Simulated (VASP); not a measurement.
H9C3Cl, 39 atoms in the cell. The cell holds a amorphous, 39 atoms: a = 7.615 Å, b = 7.615 Å, c = 7.615 Å, α = 90.00°, β = 90.00°, γ = 90.00°. The cell was built by a generator and needn't be a form met in nature.

* Program: VASP 6.6.1
* Task: single point
* Functional: PBEsol
* Potentials or basis: VASP PAW PBE potentials, release 64 (C, Cl, H)
* Cutoff: 520 eV
* k mesh: 1 × 1 × 1
* Occupations: fermi-dirac, width 0.05 eV
* Spin: no spin polarisation
* Dipole correction: no
* Further INCAR settings: LREAL = Auto; ALGO = Normal; EDIFF = 1e-06; NBANDS = 67

Potentials or basis: VASP PAW PBE potentials, release 64 (C, Cl, H).

Run with:

```sh
$ cat potpaw_PBE.64/C/POTCAR potpaw_PBE.64/Cl/POTCAR potpaw_PBE.64/H/POTCAR > POTCAR
$ mpirun -np 1 vasp_gam > vasp.out
```

Hardware: 1 thread of AMD EPYC 7571 (shared host).

**Question.** How long does it take, and how much memory?

**Answer.** Run time: 2.6 min on 1 thread of AMD EPYC 7571, with other jobs on the host, peak memory 0.4 GiB. Counts: scf iterations 18, k points 1.
